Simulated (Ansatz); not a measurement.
## Cl started on a Rb site next to Rb started in the widest void in rocksalt RbCl, 65 atoms, charge +1

All numbers come from Ansatz (PAW, plane waves, no spin–orbit coupling) at the single k point (¼, ¼, ¼) without its symmetry partners. The atoms were relaxed with PBEsol in a fixed cell; other functionals are single points on those atoms unless said otherwise. The valence top and gap of the host come from the perfect supercell at Γ, which can miss a band edge that doesn't fold there, PBEsol gap 4.89 eV, HSE06 gap 6.35 eV. The charge correction uses an assumed dielectric constant of 4.9.

Cell: a = 13.093 Å, b = 13.093 Å, c = 13.093 Å, α = 90.00°, β = 90.00°, γ = 90.00°.

Nearest atoms after relaxation, from the placed atom (for vacancies from the middle of the vacant sites): Cl at 2.27 Å, Cl at 2.27 Å, Rb at 3.01 Å, Rb at 3.01 Å.

Chemical potentials μ are those of reference phases of the elements at zero temperature by the same functional (the usual solids, diamond for C, grey Sn, and the molecules H2, N2, O2, F2, Cl2, Br2 and S8).

| functional | E(defect) − E(host) − Σ nμ + q·E_VBM (eV) | monopole (eV) | alignment (eV) | formation energy at E_F = VBM (eV) | moment (μB) | wall time, shared host |
| --- | --- | --- | --- | --- | --- | --- |
| PBEsol | -0.53 | 0.32 | 0.01 | -0.20 | 0 (no spin) | 39 s on NVIDIA GB300 (relaxation) |

Question: Estimate the formation energy and moment that HSE06 gives on these atoms.

Answer: -0.38 eV at E_F = VBM (-0.72 eV before the monopole term 0.32 eV and the alignment 0.02 eV), moment 0 (no spin).

Question: How does the monopole term follow by hand for this cubic cell?

Answer: q²·α·e²/(4πε₀)/(2εL) with the Madelung constant α = 2.837 and e²/4πε₀ = 14.40 eV·Å: 1 × 2.837 × 14.40 / (2 × 4.9 × 13.093) = 0.32 eV.

HSE06 one-electron levels near the gap (the ten most localised at most), from the host's valence top, not corrected for the charge's images:

| level (eV) | spin | filling | atoms sharing it | element of the atom with most weight |
| --- | --- | --- | --- | --- |
| 0.01 | both | 2.00 | 14.3 | Cl |
| 0.01 | both | 2.00 | 17.9 | Cl |
| 0.03 | both | 2.00 | 11.2 | Cl |
| 0.03 | both | 2.00 | 13.8 | Cl |
| 0.05 | both | 2.00 | 14.8 | Cl |
| 0.05 | both | 2.00 | 16.3 | Cl |
| 0.06 | both | 2.00 | 19.8 | spread |
| 0.06 | both | 2.00 | 20.0 | spread |
| 0.10 | both | 2.00 | 17.7 | Cl |
| 3.47 | both | 0.00 | 3.2 | Cl |

All elements are taken at their own reference at once; growth conditions in equilibrium with the host shift these energies, by up to the host's formation enthalpy.

One k point and a cell of this size can leave errors of several tenths of an eV in such numbers.
